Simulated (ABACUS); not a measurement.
CuO under changes of volume

One of the cells (11.053 Å³/atom); the others are scaled copies at fixed shape and fractional positions:

```
Cu O
1.0
     1.99097   -2.15355    0.00000
     1.99097    2.15355    0.00000
     0.00000    0.00000    5.15593
Cu O
2 2
Direct
  0.50000 0.00000 0.00000
  0.00000 0.50000 0.50000
  0.50000 0.50000 0.25000
  0.50000 0.50000 0.75000
```

Measurements of this composition are mostly on another form, of space group No. 15.

* Program: ABACUS 3.10.1
* Functional: PBEsol
* Potentials or basis: PseudoDojo NC SR 0.4.1 PBEsol standard
* Cutoff: 1252 eV
* Density cutoff: 5007 eV
* Basis: plane waves
* k mesh: 9 × 9 × 5
* Occupations: fermi-dirac, width 0.05 eV
* Spin: no spin polarisation

```tsv
volume (Å³/atom)	energy over the lowest point (meV/atom)	pressure (GPa)
10.390	?	?
10.611	0.00	0.2
10.832	2.15	-3.3
11.053	8.83	-6.4
11.274	19.51	-9.1
11.496	33.75	-11.5
11.717	51.15	-13.7
```

**Question.** What does the run at 10.390 Å³/atom give?

**Answer.** Energy over the lowest point 2.93 meV/atom; pressure 4.1 GPa.

Worked out: A Birch-Murnaghan fit of order 3 (a polynomial in V^(-2/3)) to the other rows has its minimum at 10.62 Å³/atom with B0 = V·E''(V) = 175 GPa and B' = 4.7 at fixed shape and positions, which overstates the stiffness. It gives 2.90 meV/atom at 10.390 Å³/atom, against the run's 2.93, and -dE/dV = 4.1 GPa, against 4.1.

Energies are extrapolated to zero smearing.

Caveats: the run has no spin polarisation, though such a crystal can be magnetic.
